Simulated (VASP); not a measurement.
Runs of VASP 6.6.1 on PtSe2 (Sudovikovite). Symmetry: P-3m1, No. 164, trigonal system. The conventional cell has a = 3.724 Å, b = 3.724 Å, c = 5.062 Å, α = 90.00°, β = 90.00°, γ = 120.00°. Around Pt (site symmetry -3m) lie 6 Se at 2.49 Å. Around Se (site symmetry 3m) lie 3 Pt at 2.49 Å. 

```tsv
task	level	cell	cutoff (eV)	gap on the mesh (eV)	pressure (GPa)	relaxed volume (Å³/atom)	largest force (eV/Å)
relaxation of cell and atoms	r2SCAN+D4	relaxed	600	0.13	0.0	(b)	0.01
relaxation of the atoms	r2SCAN	atoms relaxed from: atoms moved at random, drawn with an rms of 0.15 Å	520	none	3.1	-	0.02
relaxation of cell and atoms	r2SCAN	relaxed	600	0.64	0.0	(a)	0.01
relaxation of cell and atoms	TPSS	relaxed	600	none	0.0	21.77	-
```

Alike in all rows: potentials or basis VASP PAW PBE potentials, release 64 (Pt, Se); no spin polarisation; k mesh 8 × 8 × 5; smearing gaussian 0.05 eV.

Task: Estimate the missing entries.

Result: (a) 23.11; (b) 21.40.

Caveats: the PAW data sets were made with another functional, which shifts forces and pressure a little; spin-orbit coupling is left out, which moves the levels of the heavy elements (some runs); an odd mesh through Γ misses points on the zone boundary, where band edges often lie (some runs); the volume moved by +14 % from the deposited cell, more than functionals usually miss (some runs).

A k mesh can miss the band edges, and the runs leave out spin-orbit coupling on Pt, Se.

A gap of «none» marks a metal or a gap under the smearing width.
